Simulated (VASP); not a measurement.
# KBr (Pm-3m) in VASP: reference runs

Aim: a first look at KBr with PBE, on the cell as given and on a disturbed one.

Everything below comes from runs of VASP 6.6.1. Logs are shortened: lines on timing, memory, paths and dates and some standing lists are left out, and cuts for length are marked.

## Step 1: The crystal as given

Symmetry: Pm-3m, No. 221, cubic system. The conventional cell has a = 4.043 Å, b = 4.043 Å, c = 4.043 Å, α = 90.00°, β = 90.00°, γ = 90.00°. Br (site symmetry m-3m) is surrounded by 8 K at 3.50 Å. K (site symmetry m-3m) is surrounded by 8 Br at 3.50 Å.

Measurements of this composition are mostly on another form, of space group No. 225.

## Step 2: Single point, PBE

File INCAR:

```
PREC = Accurate ; ENCUT = 520
EDIFF = 1E-7 ; ISMEAR = -1
SIGMA = 0.05 ; LREAL = False
LASPH = True ; NELM = 80
ALGO = Normal ; ISIF = 2
LWAVE = False ; LCHARG = False
GGA = PE ; NBANDS = 15
```

File KPOINTS:

```
Automatic mesh
0
Gamma
  7 7 7
```

File POSCAR:

```
KBr
1.0
    4.0434990000      0.0000000000      0.0000000000
    0.0000000000      4.0434990000      0.0000000000
    0.0000000000      0.0000000000      4.0434990000
Br K
1 1
Direct
    0.5000000000      0.5000000000      0.5000000000
    0.0000000000      0.0000000000      0.0000000000
```

Potentials or basis: VASP PAW PBE potentials, release 64 (Br, K_sv).

Started as:

```
> cat potpaw_PBE.64/Br/POTCAR potpaw_PBE.64/K_sv/POTCAR > POTCAR
> mpirun -np 1 vasp_std > vasp.out
```

OUTCAR:

```text
PREC = Accurate
   ENCUT = 520
   EDIFF = 1E-7
   ISMEAR = -1
   LREAL = False
   LASPH = True
   NELM = 80
   ISIF = 2
   GGA = PE

 ion  position               nearest neighbor table
   1  0.500  0.500  0.500-
   2  0.000  0.000  0.000-

  LATTYP: Found a simple cubic cell.
 ALAT       =     4.0434990000

  Lattice vectors:

 A1 = (   4.0434990000,   0.0000000000,   0.0000000000)
 A2 = (   0.0000000000,   4.0434990000,   0.0000000000)
 A3 = (   0.0000000000,   0.0000000000,   4.0434990000)

Analysis of symmetry for initial positions (statically):
=====================================================================
 Subroutine PRICEL returns:
 Original cell was already a primitive cell.

 Routine SETGRP: Setting up the symmetry group for a
 simple cubic supercell.

 Subroutine GETGRP returns: Found 48 space group operations
 (whereof 48 operations were pure point group operations)
 out of a pool of 48 trial point group operations.

The static configuration has the point symmetry O_h .

Analysis of symmetry for dynamics (positions and initial velocities):
=====================================================================
 Subroutine PRICEL returns:
 Original cell was already a primitive cell.

 Routine SETGRP: Setting up the symmetry group for a
 simple cubic supercell.

 Subroutine GETGRP returns: Found 48 space group operations
 (whereof 48 operations were pure point group operations)
 out of a pool of 48 trial point group operations.

The dynamic configuration has the point symmetry O_h .

 Subroutine INISYM returns: Found 48 space group operations
 (whereof 48 operations are pure point group operations),
 and found     1 'primitive' translations

----------------------------------------------------------------------------------------

                                     Primitive cell

  volume of cell :      66.1107

  direct lattice vectors                    reciprocal lattice vectors
     4.043499000  0.000000000  0.000000000     0.247310559  0.000000000  0.000000000
     0.000000000  4.043499000  0.000000000     0.000000000  0.247310559  0.000000000
     0.000000000  0.000000000  4.043499000     0.000000000  0.000000000  0.247310559

  length of vectors
     4.043499000  4.043499000  4.043499000     0.247310559  0.247310559  0.247310559

  position of ions in fractional coordinates (direct lattice)
     0.500000000  0.500000000  0.500000000
     0.000000000  0.000000000  0.000000000

  ion indices of the primitive-cell ions
   primitive index   ion index
                 1           1
                 2           2

----------------------------------------------------------------------------------------

 KPOINTS: Automatic mesh

Automatic generation of k-mesh.
 Grid dimensions read from file:
 generate k-points for:    7    7    7

 Generating k-lattice:

  Cartesian coordinates                     Fractional coordinates (reciprocal lattice)
     0.035330080  0.000000000  0.000000000     0.142857143  0.000000000  0.000000000
     0.000000000  0.035330080  0.000000000     0.000000000  0.142857143  0.000000000
     0.000000000  0.000000000  0.035330080     0.000000000  0.000000000  0.142857143

  Length of vectors
     0.035330080  0.035330080  0.035330080

  Shift w.r.t. Gamma in fractional coordinates (k-lattice)
     0.000000000  0.000000000  0.000000000

 Subroutine IBZKPT returns following result:
 ===========================================

 Found     20 irreducible k-points:

 Following reciprocal coordinates:
            Coordinates               Weight
  0.000000  0.000000  0.000000      1.000000
  0.142857  0.000000  0.000000      6.000000
  0.285714  0.000000  0.000000      6.000000
  0.428571  0.000000  0.000000      6.000000
  0.142857  0.142857  0.000000     12.000000
  0.285714  0.142857  0.000000     24.000000
[... 12 lines left out ...]
  0.428571  0.428571  0.285714     24.000000
  0.428571  0.428571  0.428571      8.000000
   k-points           NKPTS =     20   k-points in BZ     NKDIM =     20   number of bands    NBANDS=     15
   number of dos      NEDOS =    301   number of ions     NIONS =      2
   total plane-waves  NPLWV =  27000
   dimension x,y,z NGX =    30 NGY =   30 NGZ =   30
   dimension x,y,z NGXF=    60 NGYF=   60 NGZF=   60
   ions per type =               1   1
   NGX,Y,Z   is equivalent  to a cutoff of  12.33, 12.33, 12.33 a.u.
   NGXF,Y,Z  is equivalent  to a cutoff of  24.67, 24.67, 24.67 a.u.
 SYSTEM =  unknown system
   PREC   = accura    normal or accurate (medium, high low for compatibility)
   ISTART =      0    job   : 0-new  1-cont  2-samecut
   ICHARG =      2    charge: 1-file 2-atom 10-const
   ISPIN  =      1    spin polarized calculation?
   LNONCOLLINEAR =      F non collinear calculations
   LSORBIT =      F    spin-orbit coupling
   LASPH  =      T    aspherical Exc in radial PAW
   ENCUT  =  520.0 eV  38.22 Ry    6.18 a.u.   7.52  7.52  7.52*2*pi/ulx,y,z
   NELM   =     80;   NELMIN=  2; NELMDL= -5     # of ELM steps
   EDIFF  = 0.1E-06   stopping-criterion for ELM
   LREAL  =      F    real-space projection
   EDIFFG = 0.1E-05   stopping-criterion for IOM
   NSW    =      0    number of steps for IOM
   IBRION =     -1    ionic relax: 0-MD 1-quasi-New 2-CG
   NFREE  =      0    steps in history (QN), initial steepest desc. (CG)
   ISIF   =      2    stress and relaxation
   ISYM   =      2    0-nonsym 1-usesym 2-fastsym
   POTIM  = 0.5000    time-step for ionic-motion
   TEBEG  =    0.0;   TEEND  =   0.0 temperature during run
   PSTRESS=    0.0 pullay stress
   NELECT =      16.0000    total number of electrons
   NUPDOWN=      -1.0000    fix difference up-down
   EMIN   =  10.00;   EMAX   =-10.00  energy-range for DOS
   EFERMI =   0.00;   METHOD = LEGACY
   ISMEAR =    -1;   SIGMA  =   0.05  broadening in eV -4-tet -1-fermi 0-gaus
   EFERMI_NEDOS =   21; number of points for ismear=-14 and -15
   IALGO  =     38    algorithm
   IMIX   =      4    mixing-type and parameters
     AMIX     =   0.40;   BMIX     =  1.00
     AMIX_MAG =   1.60;   BMIX_MAG =  1.00
  volume/ion in A,a.u.               =      33.06       223.07
  Fermi-wavevector in a.u.,A,eV,Ry     =   1.020213  1.927923 14.161412  1.040834
  Thomas-Fermi vector in A             =   2.153770
   LORBIT       =      0    0 simple, 1 ext, 2 COOP (PROOUT), +10 PAW based schemes
   GGA     = PE    functional components
   LHFCALC =     F    Hartree Fock is set to
   AEXX    =    0.0000 exact exchange contribution
   IVDW    =     0    specifies the selected vdW correction
   LEPSILON=     F    determine dielectric tensor
   LRPA    =     F    only Hartree local field effects (RPA)
 non-spin polarized calculation
  energy-cutoff  :      520.00
  volume of cell :       66.11
 maximum number of plane-waves:      1806
 NGX is ok and might be reduce to    30
   NGX = 15   NGY = 15   NGZ = 15

 number of electron      15.9999999 magnetization

 Free energy of the ion-electron system (eV)
  ---------------------------------------------------
  ext. energy  EPLUGINS =         0.00000000
  ---------------------------------------------------
  free energy    TOTEN  =        -6.07838818 eV

  energy without entropy =       -6.07838818  energy(sigma->0) =       -6.07838818

 E-fermi :   0.3732     XC(G=0):  -7.8247

 val. band max:       -0.7859533833   @ k =   0.4286   0.4286   0.0000
 cond. band min:       3.1016238335   @ k =   0.0000   0.0000   0.0000
 fundamental gap:      3.8875772168
 Fermi energy:         0.3731949485

 k-point     1 :       0.0000    0.0000    0.0000
  band No.  band energies     occupation
      1     -29.4314      2.00000
      2     -13.5371      2.00000
      3     -12.8559      2.00000
      4     -12.8559      2.00000
      5     -12.8559      2.00000
      6      -1.0221      2.00000
      7      -1.0221      2.00000
      8      -1.0221      2.00000
      9       3.1016      0.00000
     10       5.0932      0.00000
     11       5.0932      0.00000
     12       8.8926      0.00000
     13       8.8926      0.00000
     14       8.8926      0.00000
     15      11.5457      0.00000

 k-point     2 :       0.1429    0.0000    0.0000
  band No.  band energies     occupation
      1     -29.4295      2.00000
      2     -13.5742      2.00000
      3     -12.8523      2.00000
      4     -12.8523      2.00000
      5     -12.8152      2.00000
      6      -1.4406      2.00000
      7      -1.0167      2.00000
      8      -1.0167      2.00000
      9       3.5767      0.00000
     10       5.2485      0.00000
     11       5.5067      0.00000
     12       8.8291      0.00000
     13       8.8291      0.00000
     14       8.9768      0.00000
     15      10.8148      0.00000

 k-point     3 :       0.2857    0.0000    0.0000
  band No.  band energies     occupation
      1     -29.4253      2.00000
      2     -13.6506      2.00000
      3     -12.8442      2.00000
      4     -12.8442      2.00000
      5     -12.7283      2.00000
      6      -2.1687      2.00000
      7      -1.0049      2.00000
      8      -1.0049      2.00000
      9       4.5487      0.00000
     10       5.6926      0.00000
     11       6.4175      0.00000
     12       8.7693      0.00000
     13       8.7693      0.00000
     14       9.1876      0.00000
     15       9.4750      0.00000

 k-point     4 :       0.4286    0.0000    0.0000
  band No.  band energies     occupation
      1     -29.4219      2.00000
      2     -13.7072      2.00000
      3     -12.8377      2.00000
      4     -12.8377      2.00000
      5     -12.6610      2.00000
      6      -2.6390      2.00000
      7      -0.9958      2.00000
      8      -0.9958      2.00000
      9       5.5184      0.00000
     10       6.2779      0.00000
     11       6.8981      0.00000
     12       8.3556      0.00000
     13       8.8554      0.00000
     14       8.8554      0.00000
     15       9.3863      0.00000
[... 235 lines left out ...]
 k-point    18 :       0.4286    0.2857    0.2857
  band No.  band energies     occupation
      1     -29.4105      2.00000
      2     -13.3750      2.00000
      3     -12.9349      2.00000
      4     -12.9164      2.00000
      5     -12.8587      2.00000
      6      -2.1931      2.00000
      7      -1.7733      2.00000
      8      -1.6936      2.00000
      9       5.8639      0.00000
     10       6.4548      0.00000
     11       6.9425      0.00000
     12       7.5301      0.00000
     13       8.3197      0.00000
     14       8.5644      0.00000
     15      10.5000      0.00000

 k-point    19 :       0.4286    0.4286    0.2857
  band No.  band energies     occupation
      1     -29.4074      2.00000
      2     -13.2654      2.00000
      3     -12.9703      2.00000
      4     -12.9383      2.00000
      5     -12.9105      2.00000
      6      -2.1264      2.00000
      7      -2.1175      2.00000
      8      -1.7095      2.00000
      9       5.6478      0.00000
     10       6.7756      0.00000
     11       6.8397      0.00000
     12       7.5964      0.00000
     13       8.7077      0.00000
     14       8.7969      0.00000
     15      10.4655      0.00000

 k-point    20 :       0.4286    0.4286    0.4286
  band No.  band energies     occupation
      1     -29.4043      2.00000
      2     -13.1986      2.00000
      3     -12.9596      2.00000
      4     -12.9596      2.00000
      5     -12.9541      2.00000
      6      -2.1269      2.00000
      7      -2.1269      2.00000
      8      -2.1044      2.00000
      9       6.3518      0.00000
     10       6.6309      0.00000
     11       6.6309      0.00000
     12       8.4168      0.00000
     13       8.6126      0.00000
     14       8.6126      0.00000
     15      10.4460      0.00000

------------------------ aborting loop because EDIFF is reached ----------------------------------------

  FORCE on cell =-STRESS in cart. coord.  units (eV):
  Direction    XX          YY          ZZ          XY          YZ          ZX
  --------------------------------------------------------------------------------------
  -------------------------------------------------------------------------------------
  Total       -0.0093868     -0.0093868     -0.0093868     -0.0000000      0.0000000     -0.0000000
  in kB       -0.2274859     -0.2274859     -0.2274859     -0.0000000      0.0000000     -0.0000000
  external PRESSURE =      -0.2274859 kB  Pullay stress =       0.0000000 kB

 VOLUME and BASIS-vectors are now :
 -----------------------------------------------------------------------------
  energy-cutoff  :      520.00
  volume of cell :       66.11
      direct lattice vectors                 reciprocal lattice vectors
     4.043499000  0.000000000  0.000000000     0.247310559  0.000000000  0.000000000
     0.000000000  4.043499000  0.000000000     0.000000000  0.247310559  0.000000000
     0.000000000  0.000000000  4.043499000     0.000000000  0.000000000  0.247310559

 POSITION                                       TOTAL-FORCE (eV/Angst)
 -----------------------------------------------------------------------------------
      2.02175      2.02175      2.02175         0.000000      0.000000      0.000000
      0.00000      0.00000      0.00000         0.000000      0.000000      0.000000
 -----------------------------------------------------------------------------------
    total drift:                                0.000000      0.000000     -0.000000

  FREE ENERGIE OF THE ION-ELECTRON SYSTEM (eV)
  ---------------------------------------------------
  free  energy   TOTEN  =        -6.0783881753 eV

  energy  without entropy=       -6.0783881753  energy(sigma->0) =       -6.07838818
```

It took 7.1 s on 1 thread of AMD EPYC 9R45 (Zen 5), shared host; peak memory 0.14 GiB.

Results:

```yaml
Free_energy: -6.0784 eV
Pressure: 0.0 GPa
Band_gap_on_the_k_mesh: 3.89 eV, indirect (least direct gap 4.12 eV)
```

Caveat: an odd mesh through Γ misses points on the zone boundary, where band edges often lie.

## Step 3: Single point, PBE (atoms moved at random, drawn with an rms of 0.05 Å)

File INCAR:

```
SYSTEM = KBr
PREC = Accurate
ENCUT = 520
EDIFF = 1E-7
ISMEAR = -1
SIGMA = 0.05
LREAL = .FALSE.
LASPH = .TRUE.
NELM = 100
ALGO = Normal
ISIF = 2
LWAVE = .FALSE.
LCHARG = .FALSE.
GGA = PE
NBANDS = 15
```

File KPOINTS:

```
regular mesh
0
G
  7 7 7
  0 0 0
```

File POSCAR:

```
KBr
1.0
    4.0434990000      0.0000000000      0.0000000000
    0.0000000000      4.0434990000      0.0000000000
    0.0000000000      0.0000000000      4.0434990000
Br K
1 1
Direct
    0.5003820000      0.4947430000      0.5022820000
   -0.0011620000     -0.0002160000     -0.0234900000
```

Potentials or basis: VASP PAW PBE potentials, release 64 (Br, K_sv).

Started as:

```
> cat potpaw_PBE.64/Br/POTCAR potpaw_PBE.64/K_sv/POTCAR > POTCAR
> mpirun -np 1 vasp_std > vasp.out
```

OUTCAR:

```text
SYSTEM = KBr
   PREC = Accurate
   ENCUT = 520
   EDIFF = 1E-7
   ISMEAR = -1
   LREAL = .FALSE.
   LASPH = .TRUE.
   NELM = 100
   ISIF = 2
   GGA = PE

 ion  position               nearest neighbor table
   1  0.500  0.495  0.502-
   2  0.999  1.000  0.977-

  LATTYP: Found a simple cubic cell.
 ALAT       =     4.0434990000

  Lattice vectors:

[... 929 lines left out ...]
     14       8.7816      0.00000
     15       9.4685      0.00000

 [... further k-points ...]

------------------------ aborting loop because EDIFF is reached ----------------------------------------

  FORCE on cell =-STRESS in cart. coord.  units (eV):
  Direction    XX          YY          ZZ          XY          YZ          ZX
  --------------------------------------------------------------------------------------
  -------------------------------------------------------------------------------------
  Total        0.0131104      0.0127281      0.0087277     -0.0004949     -0.0080080      0.0024603
  in kB        0.3177280      0.3084632      0.2115139     -0.0119947     -0.1940728      0.0596240
  external PRESSURE =       0.2792350 kB  Pullay stress =       0.0000000 kB

 VOLUME and BASIS-vectors are now :
 -----------------------------------------------------------------------------
  energy-cutoff  :      520.00
  volume of cell :       66.11
      direct lattice vectors                 reciprocal lattice vectors
     4.043499000  0.000000000  0.000000000     0.247310559  0.000000000  0.000000000
     0.000000000  4.043499000  0.000000000     0.000000000  0.247310559  0.000000000
     0.000000000  0.000000000  4.043499000     0.000000000  0.000000000  0.247310559

 POSITION                                       TOTAL-FORCE (eV/Angst)
 -----------------------------------------------------------------------------------
      2.02329      2.00049      2.03098        -0.003620      0.011705     -0.057855
      4.03880      4.04263      3.94852         0.003620     -0.011705      0.057855
 -----------------------------------------------------------------------------------
    total drift:                                0.000026     -0.000166      0.000087

  FREE ENERGIE OF THE ION-ELECTRON SYSTEM (eV)
  ---------------------------------------------------
  free  energy   TOTEN  =        -6.0752598795 eV

  energy  without entropy=       -6.0752598795  energy(sigma->0) =       -6.07525988
```

OSZICAR:

```text
N       E                     dE             d eps       ncg     rms          rms(c)
DAV:   1     0.947582283057E+02    0.94758E+02   -0.69130E+03  5160   0.939E+02
DAV:   2    -0.420521449787E+00   -0.95179E+02   -0.88714E+02  6608   0.229E+02
DAV:   3    -0.601291735027E+01   -0.55924E+01   -0.55625E+01  7352   0.488E+01
DAV:   4    -0.627812776340E+01   -0.26521E+00   -0.26517E+00  7245   0.902E+00
DAV:   5    -0.628012586679E+01   -0.19981E-02   -0.19981E-02  7428   0.952E-01    0.262E+00
DAV:   6    -0.610160896188E+01    0.17852E+00   -0.15669E-01  6728   0.223E+00    0.193E+00
DAV:   7    -0.607196152762E+01    0.29647E-01   -0.91539E-02  6903   0.190E+00    0.949E-01
DAV:   8    -0.607492913016E+01   -0.29676E-02   -0.13802E-02  7491   0.853E-01    0.122E-01
DAV:   9    -0.607508951661E+01   -0.16039E-03   -0.46783E-04  7099   0.168E-01    0.795E-02
DAV:  10    -0.607525853696E+01   -0.16902E-03   -0.22326E-04  5447   0.108E-01    0.148E-02
DAV:  11    -0.607525937591E+01   -0.83895E-06   -0.89742E-06  7415   0.207E-02    0.685E-03
DAV:  12    -0.607525975502E+01   -0.37911E-06   -0.28962E-06  5755   0.130E-02    0.278E-03
DAV:  13    -0.607525990556E+01   -0.15054E-06   -0.12992E-07  6815   0.309E-03    0.138E-03
DAV:  14    -0.607525987950E+01    0.26065E-07   -0.10173E-07  5313   0.201E-03
   1 F= -.60752599E+01 E0= -.60752599E+01  d E =-.446368E-10
```

stdout:

```text
POSCAR found type information on POSCAR BrK
 POSCAR found :  2 types and       2 ions
 scaLAPACK will be used
 LDA part: xc-table for (Slater+PW92), standard interpolation
 POSCAR, INCAR and KPOINTS ok, starting setup
 FFT: planning ... GRIDC
 FFT: planning ... GRID_SOFT
 FFT: planning ... GRID
 WAVECAR not read
 entering main loop
```

Wall time 55 s (1 thread of AMD EPYC 9R45 (Zen 5), shared host); peak memory 0.26 GiB.

What came out:

```
Free energy            : -6.0753 eV
Pressure               : 0.0 GPa
Largest force          : 0.059 eV/Å
Band gap on the k mesh : 3.89 eV, indirect (least direct gap 4.13 eV)
```

Forces in eV/Å, atoms in the order of the input:
```
Br  -0.004  0.012 -0.058
K    0.004 -0.012  0.058
```

Caveat: an odd mesh through Γ misses points on the zone boundary, where band edges often lie.
